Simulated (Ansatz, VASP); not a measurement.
One calculation of La, two programs

```xyz
2
Lattice="-2.3675 2.3675 1.2721 2.3675 -2.3675 1.2721 2.3675 2.3675 -1.2721" Properties=species:S:1:pos:R:3 pbc="T T T"
La    0.0000   -1.1837   -0.3180
La    0.0000    1.1837    0.3180
```

Change from the starting cell: volume scaled by 0.4, LAPW.

Alike in both runs: task single point; functional PBE; k mesh 13 × 13 × 13; occupations fermi-dirac, width 0.08 eV; no spin polarisation.

```csv
,VASP,Ansatz
version,VASP 6.6.1,Ansatz 0.2.0
potentials or method,"VASP PAW PBE potentials, release 64 (La), cutoff 520 eV","all-electron LAPW, scalar-relativistic"
```

```csv
,VASP,Ansatz,Ansatz less VASP
pressure (GPa),207.2,205.9,-1.39
largest component of the traceless stress (GPa),0.52,0.09,-0.428
```

Ansatz ran all-electron here, so the differences hold the error of VASP's frozen core and of both bases.

Caveats: the cell as given lies far from equilibrium; so large a pressure means that the cell lies far from this level's equilibrium, or that cutoff or potentials fall short (VASP). Spin-orbit coupling is left out, which matters for the levels of La.
